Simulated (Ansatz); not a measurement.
SnO:

```xyz
2
Lattice="3.1319 0.0000 0.0000 0.0000 3.1319 0.0000 0.0000 0.0000 3.1319" Properties=species:S:1:pos:R:3 pbc="T T T"
Sn    0.0000    0.0000    0.0000
O     1.5660    1.5660    1.5660
```

The cell was built by a generator and needn't be a form met in nature.

Base run:

```yaml
Program: Ansatz 0.2.0
Functional: HSE06 form with a typed share of exact exchange
Potentials_or_basis: Ansatz PAW
Cutoff: "420 eV (not typed: the program's choice for these potentials)"
k_mesh: 5 × 5 × 5
Occupations: fermi-dirac, width 0.05 eV
Spin: no spin polarisation
```

Its results: band gap on the k mesh 2.09 eV, indirect (least direct gap 2.57 eV); pressure -3.9 GPa.

Task: After a change of settings the same cell gave: band gap on the k mesh 1.98 eV, indirect (least direct gap 2.46 eV); pressure -3.8 GPa. Which change was it?
A. screening (1/å) from 0.15 to 0.2; share of exact exchange from 0.25 to 0.05
B. screening (1/å) from 0.15 to 0.3
C. screening (1/å) from 0.15 to 0.2
D. screening (1/å) from 0.15 to 0.1

Result: C.

Caveats: odd divisions of the mesh miss points on the zone boundary, where band edges often lie, so the gap on the mesh can be too wide; spin-orbit coupling is left out, which moves the levels of the heavy elements; the PAW data sets come from PBE, with cores solved anew for the run's functional, which leaves a small shift of forces and pressure; the thresholds are loose for stress.
